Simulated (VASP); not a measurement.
**VASP 6.6.1 run: BaTe**

INCAR

```
PREC = Accurate
NELM = 120
LWAVE = .FALSE.
LREAL = Auto
ISIF = 2
IBRION = -1
NSW = 0
ISMEAR = 0
EDIFF = 1E-7
NBANDS = 15
GGA = PE
SIGMA = 0.2
LASPH = .TRUE.
ENCUT = 520
LCHARG = .FALSE.
```

KPOINTS

```
KPOINTS created by Atomic Simulation Environment
0
Gamma
6 6 6
0 0 0
```

POSCAR

```
Ba Te
 1.0000000000000000
     0.0000000000000000    3.6902766683000001    3.4896019900000002
     3.6902766683000001    0.0000000000000000    3.4896019900000002
     3.6902766683000001    3.6902766683000001    0.0000000000000000
 Ba  Te
   1   1
Cartesian
  0.0000000000000000  0.0000000000000000  0.0000000000000000
  3.6902766683000001  3.6902766683000001  3.4896019900000002
```

The recommended PBE PAW datasets give the neutral cell 16 valence electrons.

Command

```
mpirun -np 1 vasp_std
```

OSZICAR

```
N       E                     dE             d eps       ncg     rms          rms(c)
DAV:   1     0.872871303093E+02    0.87287E+02   -0.61411E+03   900   0.881E+02
DAV:   2    -0.285912190419E+01   -0.90146E+02   -0.83322E+02  1212   0.156E+02
DAV:   3    -0.855119925314E+01   -0.56921E+01   -0.56517E+01  1242   0.418E+01
DAV:   4    -0.870322184772E+01   -0.15202E+00   -0.15198E+00  1135   0.713E+00
DAV:   5    -0.870785626709E+01   -0.46344E-02   -0.46343E-02  1345   0.960E-01    0.334E+00
DAV:   6    -0.856147259788E+01    0.14638E+00   -0.17168E-01  1054   0.196E+00    0.218E+00
DAV:   7    -0.856148248418E+01   -0.98863E-05   -0.13033E-01  1132   0.189E+00    0.855E-01
DAV:   8    -0.857047589040E+01   -0.89934E-02   -0.17898E-02   935   0.881E-01    0.193E-01
DAV:   9    -0.857086792312E+01   -0.39203E-03   -0.12218E-03  1222   0.209E-01    0.740E-02
DAV:  10    -0.857116225999E+01   -0.29434E-03   -0.46589E-04   928   0.138E-01    0.170E-02
DAV:  11    -0.857118602875E+01   -0.23769E-04   -0.54656E-05  1181   0.419E-02    0.234E-02
DAV:  12    -0.857118418591E+01    0.18428E-05   -0.67775E-06  1033   0.146E-02    0.344E-03
DAV:  13    -0.857118422545E+01   -0.39544E-07   -0.14454E-06  1180   0.498E-03    0.170E-03
DAV:  14    -0.857118437488E+01   -0.14943E-06   -0.12266E-07   859   0.177E-03    0.811E-04
DAV:  15    -0.857118446992E+01   -0.95043E-07   -0.12446E-08   555   0.799E-04
   1 F= -.85711845E+01 E0= -.85711845E+01  d E =-.965049E-10
```

From OUTCAR

```
k-points           NKPTS =     30   k-points in BZ     NKDIM =     30   number of bands    NBANDS=     15

   NELECT =      16.0000    total number of electrons

   dimension x,y,z NGX =    40 NGY =   40 NGZ =   40
   dimension x,y,z NGXF=    80 NGYF=   80 NGZF=   80

  energy-cutoff  :      520.00
  volume of cell :       95.04
      direct lattice vectors                 reciprocal lattice vectors
     0.000000000  3.690276668  3.489601990    -0.135491196  0.135491196  0.143282816
     3.690276668  0.000000000  3.489601990     0.135491196 -0.135491196  0.143282816
     3.690276668  3.690276668  0.000000000     0.135491196  0.135491196 -0.143282816

 k-points in reciprocal lattice and weights: KPOINTS created by Atomic Simulation Env
   0.00000000  0.00000000  0.00000000       0.005
   0.16666667  0.00000000  0.00000000       0.037
   0.33333333  0.00000000  0.00000000       0.037
   0.50000000  0.00000000  0.00000000       0.019
   0.16666667  0.16666667  0.00000000       0.009
   0.33333333  0.16666667  0.00000000       0.037
   0.50000000  0.16666667  0.00000000       0.037
  -0.33333333  0.16666667  0.00000000       0.037
   ...

 E-fermi :   2.5659

 k-point     1 :       0.0000    0.0000    0.0000
  band No.  band energies     occupation
      1     -25.6285      2.00000
      2     -10.7602      2.00000
      3     -10.7602      2.00000
      4     -10.7537      2.00000
      5      -7.6691      2.00000
      6       1.6390      2.00000
      7       1.6390      2.00000
      8       1.7372      2.00000
      9       4.1218      0.00000
     10       4.5360      0.00000
     11       4.5360      0.00000
     12       4.8467      0.00000
     13       5.0445      0.00000
     14       5.3585      0.00000
     15       8.6378      0.00000

 k-point     2 :       0.1667    0.0000    0.0000
  band No.  band energies     occupation
      1     -25.6266      2.00000
      2     -10.8274      2.00000
      3     -10.7647      2.00000
      4     -10.7567      2.00000
      5      -7.5399      2.00000
      6       0.9564      2.00000
      7       1.3440      2.00000
      8       1.3779      2.00000
      9       4.5645      0.00000
     10       4.8603      0.00000
     11       5.0012      0.00000
     12       5.1953      0.00000
     13       5.6544      0.00000
     14       6.0872      0.00000
     15       9.3343      0.00000

 k-point     3 :       0.3333    0.0000    0.0000
  band No.  band energies     occupation
      1     -25.6229      2.00000
      2     -10.9553      2.00000
      3     -10.7736      2.00000
      4     -10.7573      2.00000
      5      -7.2857      2.00000
      6       0.0485      2.00000
      7       0.8971      2.00000
      8       0.9091      2.00000
      9       5.0033      0.00000
     10       5.6758      0.00000
     11       5.7085      0.00000
     12       6.4733      0.00000
     13       7.0128      0.00000
     14       7.5181      0.00000
     15       9.1212      0.00000

 ...

  Total       -1.3276870     -1.3276870      0.2078941      0.0000000      0.0000000     -0.0000000
  in kB      -22.3811565    -22.3811565      3.5045245      0.0000000      0.0000000     -0.0000000
  external PRESSURE =     -13.7525962 kB  Pullay stress =       0.0000000 kB

 POSITION                                       TOTAL-FORCE (eV/Angst)
 -----------------------------------------------------------------------------------
      0.00000      0.00000      0.00000        -0.000000      0.000000      0.000000
      3.69028      3.69028      3.48960         0.000000     -0.000000     -0.000000
 -----------------------------------------------------------------------------------
    total drift:                                0.000000     -0.000000     -0.000000

  FREE ENERGIE OF THE ION-ELECTRON SYSTEM (eV)
  ---------------------------------------------------
  free  energy   TOTEN  =        -8.5711844699 eV

  energy  without entropy=       -8.5711844698  energy(sigma->0) =       -8.57118447
```

It converged. Results: gap between bands v and c on the k mesh 1.64 eV; least direct gap on the k mesh 2.02 eV; pressure -1.4 GPa. Band v is the last that the valence electrons fill when counted band by band, and c is the next.

For comparison, a separate PBE run of the intended cell, on usual settings and not on those above, gives a gap of 1.64 eV on its mesh and a pressure of -1.4 GPa.

The run above took about 86 s on one core of a shared host (Intel Xeon Platinum 8488C) and held 0.24 GiB at most.
